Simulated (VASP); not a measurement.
Set up this calculation in VASP 6.6.1, as the native input.

```yaml
Task: relaxation of cell and atoms
Functional: RPBE
Potentials_or_basis: VASP PAW PBE potentials, release 64 (Ba_sv, Ti_sv, O)
Cutoff: 600 eV
k_mesh: 8 × 8 × 8
Occupations: gaussian, width 0.03 eV
Spin: no spin polarisation
Further_INCAR_settings: ALGO = Normal; EDIFF = 1e-06; IBRION = 2; EDIFFG = -0.01; NSW = 90; ISIF = 3
```

The structure of BaTiO3 lies in POSCAR:

```
BaTiO3
1.0
    4.0060000000      0.0000000000      0.0000000000
    0.0000000000      4.0060000000      0.0000000000
    0.0000000000      0.0000000000      4.0060000000
Ba Ti O
1 1 3
Direct
    0.5000000000      0.5000000000      0.5000000000
    0.0000000000      0.0000000000      0.0000000000
    0.5000000000      0.0000000000      0.0000000000
    0.0000000000      0.5000000000      0.0000000000
    0.0000000000      0.0000000000      0.5000000000
```

These files were run (other wordings do the same):

INCAR

```
SYSTEM = BaTiO3
  PREC = Accurate
  ENCUT = 600
  EDIFF = 1E-6
  ISMEAR = 0
  SIGMA = 0.03
  LREAL = .FALSE.
  LASPH = .TRUE.
  NELM = 80
  ALGO = Normal
  ISIF = 3
  LWAVE = .FALSE.
  LCHARG = .FALSE.
  GGA = RP
  IBRION = 2
  NSW = 90
  EDIFFG = -0.01
```

KPOINTS

```
Automatic mesh
0
G
  8 8 8
  0 0 0
```

Potentials or basis: VASP PAW PBE potentials, release 64 (Ba_sv, Ti_sv, O).

Run with:

```sh
$ cat potpaw_PBE.64/Ba_sv/POTCAR potpaw_PBE.64/Ti_sv/POTCAR potpaw_PBE.64/O/POTCAR > POTCAR
$ mpirun -np 1 vasp_std > vasp.out
```

Results of the run:

```
Relaxed volume                         : 13.46 Å³/atom
Relaxed cell                           : a = 4.068 Å, b = 4.068 Å, c = 4.068 Å, α = 90.00°, β = 90.00°, γ = 90.00°
Space group after relaxing (to 0.05 Å) : Pm-3m (No. 221)
Energy gained by relaxing              : 13.5 meV/atom
Ionic steps                            : 3
Pressure after relaxing                : 0.0 GPa
Band gap on the k mesh                 : 1.68 eV, indirect (least direct gap 1.87 eV)
```

Caveat: the PAW data sets were made with another functional, which shifts forces and pressure a little; spin-orbit coupling is left out, which moves the levels of the heavy elements.

Run time: 49 s on 1 thread of Intel(R) Xeon(R) 6975P-C (Granite Rapids), on a shared host, peak memory 0.23 GiB.
